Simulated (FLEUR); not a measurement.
# La (Im-3m) in FLEUR: further runs

One crystal, La, is run at these levels: PBE, revPBE; tasks: single point.

Program: FLEUR MaX-R8.1 (later development tree). These are calculated values, not measurements. Logs are shortened: lines on timing, memory, paths and dates and some standing lists are left out, and cuts for length are marked.

### 1 Starting point

Symmetry: Im-3m, No. 229, cubic system. The conventional cell has a = 4.248 Å, b = 4.248 Å, c = 4.248 Å, α = 90.00°, β = 90.00°, γ = 90.00°. La (site symmetry m-3m) has 8 La at 3.68 Å as nearest neighbours.

This isn't the form of La at room conditions, which is double hcp.

### 2 Single point, PBE

Input file inp.xml:

```xml
<?xml version="1.0" encoding="UTF-8" standalone="no"?>
<fleurInput fleurInputVersion="0.39">
   <comment>
      La                                                                                                  
   </comment>
   <calculationSetup>
      <cutoffs Kmax="3.8" Gmax="11.8" GmaxXC="11.8" numbands="0"/>
      <scfLoop itmax="60" minDistance="0.00001" maxIterBroyd="15" imix="Anderson" alpha="0.05" precondParam="0.0" spinf="2.0" sdNocoIR="T"/>
      <coreElectrons ctail="T" frcor="F" kcrel="0" coretail_lmax="0"/>
      <xcFunctional name="pbe" relativisticCorrections="F"/>
      <magnetism jspins="1"/>
      <soc l_soc="F" theta="0.0" phi="0.0" spav="F"/>
      <expertModes spex="0" secvar="F"/>
      <geometryOptimization l_f="F" forcealpha="1.0" forcemix="BFGS" epsdisp="0.00001" epsforce="0.00001"/>
      <ldaU l_linMix="F" mixParam="0.05" spinf="1.0"/>
   </calculationSetup>
   <cell>
      <bzIntegration valenceElectrons="11.0" mode="hist" fermiSmearingEnergy="0.00183747">
         <kPointListSelection listName="default-1"/>
         <!-- k-points included here -->
         <xi:include xmlns:xi="http://www.w3.org/2001/XInclude" href="kpts.xml"> </xi:include>
      </bzIntegration>
      <!-- symmetry operations included here -->
      <xi:include xmlns:xi="http://www.w3.org/2001/XInclude" href="sym.xml"> </xi:include>
      <bulkLattice scale="1.0">
         <bravaisMatrix>
            <row-1>   -4.0134590591058972     4.0134590591058972     4.0134590591058972</row-1>
            <row-2>    4.0134590591058972    -4.0134590591058972     4.0134590591058972</row-2>
            <row-3>    4.0134590591058972     4.0134590591058972    -4.0134590591058972</row-3>
         </bravaisMatrix>
      </bulkLattice>
   </cell>
   <atomSpecies>
      <species name="Lanthanum (La)" element="La" atomicNumber="57">
         <mtSphere radius="2.66" gridPoints="879" logIncrement="0.015"/>
         <atomicCutoffs lmax="11" lnonsphr="8"/>
         <electronConfig flipSpins="F">
            <coreConfig>(1s1/2) (2s1/2) (2p1/2) (2p3/2) (3s1/2) (3p1/2) (3p3/2) (4s1/2) (3d3/2) (3d5/2) (4p1/2) (4p3/2) (4d3/2) (4d5/2)</coreConfig>
            <valenceConfig>(5s1/2) (5p1/2) (5p3/2) (6s1/2) (5d3/2) (5d5/2)</valenceConfig>
            <stateOccupation state="(5d3/2)" spinUp="0.200000" spinDown="0.200000"/>
            <stateOccupation state="(5d5/2)" spinUp="0.300000" spinDown="0.300000"/>
         </electronConfig>
         <energyParameters s="6" p="5" d="5" f="4"/>
         <lo type="SCLO" l="0" n="5" eDeriv="0"/>
         <lo type="HELO" l="1" n="6" eDeriv="0"/>
         <lo type="HELO" l="1" n="6" eDeriv="1"/>
         <lo type="SCLO" l="2" n="5" eDeriv="2"/>
         <lo type="SCLO" l="3" n="4" eDeriv="2"/>
      </species>
   </atomSpecies>
   <atomGroups>
      <atomGroup species="Lanthanum (La)">
         <relPos label="                   1">.0000000000 .0000000000 .0000000000</relPos>
         <force calculate="T" relaxXYZ="TTT"/>
      </atomGroup>
   </atomGroups>
   <output dos="F" band="F" slice="F">
      <checks vchk="F" cdinf="F"/>
      <bandDOS minEnergy="-.5*Htr" maxEnergy="0.5*Htr" sigma="0.015" storeEVData="T"/>
      <vacuumDOS vacdos="F" integ="F" star="F" nstars="0" locx1="0.0" locy1="0.0" locx2="0.0" locy2="0.0" nstm="0" tworkf="0.0"/>
      <unfoldingBand unfoldBand="F" supercellX="1" supercellY="1" supercellZ="1"/>
      <plotting iplot="0" polar="F">
         <plot TwoD="T" vec1="  1.0  0.0  0.0" vec2="  0.0  1.0  0.0" vec3="  0.0  0.0  1.0" zero="  0.0  0.0  0.0" file="plot"/>
      </plotting>
      <chargeDensitySlicing numkpt="0" minEigenval="0.0" maxEigenval="0.0" nnne="0" pallst="F"/>
      <specialOutput eonly="F"/>
      <moessbauerParams electricFieldGradient="T" isomerShift="T" coreHyperfine="T" valenceHyperfine="T"/>
      <magneticCircularDichroism mcd="F" energyLo="-10.0" energyUp="0.0"/>
   </output>
  <!-- We include the file relax.xml here to enable relaxations (see documentation) -->
  <xi:include xmlns:xi="http://www.w3.org/2001/XInclude" href="relax.xml"> <xi:fallback/> </xi:include>
</fleurInput>
```

Input file crystal.txt:

```
La
&input cartesian=F /
-2.1238310710  2.1238310710  2.1238310710
2.1238310710  -2.1238310710  2.1238310710
2.1238310710  2.1238310710  -2.1238310710
1.8897261246
1.0 1.0 1.0

1
57 0.0000000000  0.0000000000  0.0000000000

&kpt div1=9 div2=9 div3=9 gamma=T /
```

Potentials or basis: all-electron, FLAPW.

The run is started by

```bash
$ inpgen -f crystal.txt -profile fastHighL
$ # inp.xml edited to the form shown
$ fleur_MPI
```

The program printed:

```text
Welcome to FLEUR        (www.flapw.de)
      MaX-Release 8.1          (www.max-centre.eu)

 ========== k-point set info ==========
 Selected k-point list: default-1
 k-point list type: mesh
 9 x 9 x 9
 Number of k points: 35

 ------------Calculation Setup---------------------------
 Number of MPI-tasks      :            1
 Number of PE/node        :            1
 Number of OMP-threads    :            1
 Most efficient MPI parallelization for:
           1           5           7          35
 Additional eigenvalue parallelization possible
 Number of basis functions:          282
 Approximate size of matrices (H+S) per k-point:         0.001 GB
 --------------------------------------------------------
 Iteration:     1   Distance:       3.57813809 me/bohr^3
 Iteration:     2   Distance:       3.38746270 me/bohr^3
 Iteration:     3   Distance:       0.70606498 me/bohr^3
 Iteration:     4   Distance:       0.31223341 me/bohr^3
 Iteration:     5   Distance:       0.23860971 me/bohr^3
 Iteration:     6   Distance:       0.02609378 me/bohr^3
 Iteration:     7   Distance:       0.02625317 me/bohr^3
 Iteration:     8   Distance:       0.00210136 me/bohr^3
 Iteration:     9   Distance:       0.00028343 me/bohr^3
 Iteration:    10   Distance:       0.00019225 me/bohr^3
 Iteration:    11   Distance:       0.00000566 me/bohr^3

 ********************************************************************
 Run finished successfully
 Stop message:
   all done
 ********************************************************************
```

out.xml (last iteration):

```text
<iteration numberForCurrentRun="   11" overallNumber="   11">
         <energyParameters units="Htr">
            <atomicEP atomType="1" spin="1" branch="6s" branchLowest="-0.71" branchHighest="2.98" value="0.2648471423"/>
            <atomicEP atomType="1" spin="1" branch="5p" branchLowest="-6.74" branchHighest="0.03" value="-0.2293937719"/>
            <atomicEP atomType="1" spin="1" branch="5d" branchLowest="-3.21" branchHighest="1.19" value="0.3476241688"/>
            <atomicEP atomType="1" spin="1" branch="4f" branchLowest="-9.99" branchHighest="0.49" value="0.4248392632"/>
            <loAtomicEP atomType="1" spin="1" branch="5s" branchLowest="-9.18" branchHighest="-0.71" value="-0.8458501264"/>
            <heloAtomicEP atomType="1" spin="1" branch="6p" branchLowest="2.46" branchHighest="2.46" value="2.4590912245"/>
            <heloAtomicEP atomType="1" spin="1" branch="6p" branchLowest="2.46" branchHighest="2.46" value="2.4590912245"/>
            <loAtomicEP atomType="1" spin="1" branch="5d" branchLowest="-3.21" branchHighest="1.19" value="0.3464621944"/>
            <loAtomicEP atomType="1" spin="1" branch="4f" branchLowest="-9.99" branchHighest="0.49" value="0.4218517086"/>
         </energyParameters>
         <eigenvalues>
            <eigenvaluesAt spin="1" ikpt="1" k_x="0.00000000" k_y="0.00000000" k_z="0.00000000">
                      -0.8498431117       -0.2255299672       -0.2255299672       -0.2255299672        0.2415730874
                       0.4122707131        0.4122707131        0.4122707131        0.4136451963
            </eigenvaluesAt>
            <eigenvaluesAt spin="1" ikpt="2" k_x="0.00000000" k_y="0.00000000" k_z="0.11111111">
                      -0.8490679716       -0.2316104580       -0.2273193747       -0.2256005799        0.2550352145
                       0.3964050074        0.3967954566        0.4118725022        0.4171551672
            </eigenvaluesAt>
            <eigenvaluesAt spin="1" ikpt="3" k_x="0.00000000" k_y="0.00000000" k_z="0.22222222">
                      -0.8470824800       -0.2461015871       -0.2317378040       -0.2257844922        0.2851424103
                       0.3786436648        0.3815984492        0.4113777651        0.4210740011
            </eigenvaluesAt>
            <eigenvaluesAt spin="1" ikpt="4" k_x="0.00000000" k_y="0.00000000" k_z="0.33333333">
                      -0.8447837322       -0.2613000255       -0.2365815615       -0.2260020502        0.2997263610
                       0.3635168504        0.3943411282        0.4116616735        0.4229006199
[... 17 lines left out ...]
            <state n="3" l="0" j="0.5" energy="-47.8296061376" weight="1.0000000000"/>
            <state n="3" l="1" j="0.5" energy="-42.3965726067" weight="1.0000000000"/>
            <state n="3" l="1" j="1.5" energy="-39.4373814593" weight="2.0000000000"/>
            <state n="4" l="0" j="0.5" energy="-9.1819472113" weight="1.0000000000"/>
            <state n="3" l="2" j="1.5" energy="-29.9261238640" weight="2.0000000000"/>
            <state n="3" l="2" j="2.5" energy="-29.2930725687" weight="3.0000000000"/>
            <state n="4" l="1" j="0.5" energy="-7.1833501077" weight="1.0000000000"/>
            <state n="4" l="1" j="1.5" energy="-6.5542610030" weight="2.0000000000"/>
            <state n="4" l="2" j="1.5" energy="-3.2793140473" weight="2.0000000000"/>
            <state n="4" l="2" j="2.5" energy="-3.1701655840" weight="3.0000000000"/>
         </coreStates>
         <allElectronCharges>
            <spinDependentCharge spin="1" total="57.0000000" interstitial="2.7004717" mtSpheres="54.2995283"/>
            <totalCharge value="56.9999999951"/>
         </allElectronCharges>
         <moessbauerParams unitsHFF="kG" unitsIS="e/bohr^3" unitsEFG="Htr/bohr^2">
            <coreIsomerShift atomType="1" isTotal="360070.35765">
               <shell n="1" l="0" isomerShift="310338.24010"/>
               <shell n="2" l="0" isomerShift="38437.77105"/>
               <shell n="2" l="1" isomerShift="1251.90352"/>
               <shell n="3" l="0" isomerShift="7892.19060"/>
               <shell n="3" l="1" isomerShift="281.26579"/>
               <shell n="4" l="0" isomerShift="1807.30708"/>
               <shell n="3" l="2" isomerShift="0.00007"/>
               <shell n="4" l="1" isomerShift="61.67943"/>
               <shell n="4" l="2" isomerShift="0.00002"/>
            </coreIsomerShift>
            <isomerShift atomType="1" nucleusRadius="0.0001223" averageDensity="360406.15088"/>
            <electricFieldGradient atomType="1" VXX="0.00000" VYY="0.00000" VZZ="0.00000" asymParam="0.00000">
            </electricFieldGradient>
         </moessbauerParams>
         <totalEnergy                                    value="    -8497.6579556446" units="Htr">
            <sumOfEigenvalues                            value="    -5240.1147984501">
               <coreElectrons value="-5237.9379562962"/>
               <valenceElectrons value="-2.1768421538"/>
            </sumOfEigenvalues>
            <densityCoulombPotentialIntegral value="-14067.6437620908"/>
            <densityEffectivePotentialIntegral value="-14334.2455282825"/>
            <chargeDenXCDenIntegral value="-204.1392638033"/>
            <FockExchangeEnergyValence value="0.0000000000"/>
            <FockExchangeEnergyCore value="0.0000000000"/>
            <atomTypeDependentContributions atomType="1">
               <electronNucleiInteractionDifferentMTs value="10318.6964341151"/>
               <MadelungTerm value="-35.1311065132"/>
            </atomTypeDependentContributions>
            <tkbTimesEntropy value="0.0009888366"/>
            <freeEnergy value="-8497.6589444812"/>
            <extrapolationTo0K value="-8497.6584500629"/>
         </totalEnergy>
         <densityConvergence units="me/bohr^3">
            <chargeDensity spin="1" distance="0.0000056556"/>
         </densityConvergence>
      </iteration>
```

It took 15 s on 1 thread of AMD EPYC 7R43 (Zen 3), shared host; peak memory 0.07 GiB.

Results:

```yaml
Free_energy: -231233.0797 eV
Band_gap_on_the_k_mesh: none (metal or under the smearing width)
Valence_electrons_inside_the_program's_atomic_spheres: La 8.30 (radii La 2.66 bohr)
```

Core levels (eV from the Fermi level):
```csv
atom,levels
1 La,"1s1/2 -38713.5, 2s1/2 -6154.8, 2p1/2 -5804.0, 2p3/2 -5390.9, 3s1/2 -1311.3, 3p1/2 -1163.5, 3p3/2 -1082.9, 4s1/2 -259.7, 3d3/2 -824.1, 3d5/2 -806.9, 4p1/2 -205.3, 4p3/2 -188.2, 4d3/2 -99.0, 4d5/2 -96.1"
```

### 3 Single point, revPBE, collinear spin, ferromagnetic start

Changes to inp.xml since step 2:

```diff
@@ -6,7 +6,7 @@
    <calculationSetup>
-      <cutoffs Kmax="3.8" Gmax="11.8" GmaxXC="11.8" numbands="0"/>
+      <cutoffs Kmax="3.5" Gmax="17.5" GmaxXC="17.5" numbands="0"/>
       <scfLoop itmax="60" minDistance="0.00001" maxIterBroyd="15" imix="Anderson" alpha="0.05" precondParam="0.0" spinf="2.0" sdNocoIR="T"/>
       <coreElectrons ctail="T" frcor="F" kcrel="0" coretail_lmax="0"/>
-      <xcFunctional name="pbe" relativisticCorrections="F"/>
-      <magnetism jspins="1"/>
+      <xcFunctional name="rpbe" relativisticCorrections="F"/>
+      <magnetism jspins="2"/>
       <soc l_soc="F" theta="0.0" phi="0.0" spav="F"/>
@@ -33,5 +33,5 @@
    <atomSpecies>
-      <species name="Lanthanum (La)" element="La" atomicNumber="57">
+      <species name="Lanthanum .500" element="La" atomicNumber="57">
          <mtSphere radius="2.66" gridPoints="879" logIncrement="0.015"/>
-         <atomicCutoffs lmax="11" lnonsphr="8"/>
+         <atomicCutoffs lmax="9" lnonsphr="7"/>
          <electronConfig flipSpins="F">
@@ -39,4 +39,4 @@
             <valenceConfig>(5s1/2) (5p1/2) (5p3/2) (6s1/2) (5d3/2) (5d5/2)</valenceConfig>
-            <stateOccupation state="(5d3/2)" spinUp="0.200000" spinDown="0.200000"/>
-            <stateOccupation state="(5d5/2)" spinUp="0.300000" spinDown="0.300000"/>
+            <stateOccupation state="(5d3/2)" spinUp="0.2" spinDown="0.2"/>
+            <stateOccupation state="(5d5/2)" spinUp="0.55" spinDown="0.05"/>
          </electronConfig>
@@ -51,3 +51,3 @@
    <atomGroups>
-      <atomGroup species="Lanthanum (La)">
+      <atomGroup species="Lanthanum .500">
          <relPos label="                   1">.0000000000 .0000000000 .0000000000</relPos>
```

Changes to crystal.txt since step 2:

```diff
@@ -9,3 +9,3 @@
 1
-57 0.0000000000  0.0000000000  0.0000000000
+57 0.0000000000  0.0000000000  0.0000000000 : 0.500
```

Potentials or basis: all-electron, FLAPW.

The run is started by

```bash
$ inpgen -f crystal.txt -profile veryFastHighL
$ # inp.xml edited to the form shown
$ fleur_MPI
```

Run time: 41 s. Hardware: 1 thread of AMD EPYC 7R43 (Zen 3), shared host; peak memory 0.08 GiB.

Results (log left out):

```yaml
Free_energy: -231239.9533 eV
Band_gap_on_the_k_mesh: none (metal or under the smearing width)
Net_moment: 0.46 μB per cell
Site_moments: La +0.19 μB
Valence_electrons_inside_the_program's_atomic_spheres: La 8.30 (radii La 2.66 bohr)
```

Levels at points of the mesh, in eV from the Fermi level:
Spin up:
```
           k point  band 4  band 5  band 6  band 7  band 8  band 9
(0.00, 0.00, 0.00)  -16.05   -3.40    1.27    1.27    1.27    1.36
```
Spin down:
```csv
k point,band 2,band 3,band 4,band 5,band 6,band 7,band 8,band 9
"(0.00, 0.00, 0.00)",-15.92,-15.92,-15.92,-3.06,1.47,1.47,1.47,1.63
```

Core levels (eV from the Fermi level):
| atom | levels |
| --- | --- |
| 1 La | 1s1/2 -38714.8, 2s1/2 -6155.1, 2p1/2 -5803.8, 2p3/2 -5390.7, 3s1/2 -1311.5, 3p1/2 -1163.5, 3p3/2 -1083.0, 4s1/2 -259.8, 3d3/2 -824.2, 3d5/2 -806.9, 4p1/2 -205.4, 4p3/2 -188.3, 4d3/2 -99.1, 4d5/2 -96.1 |
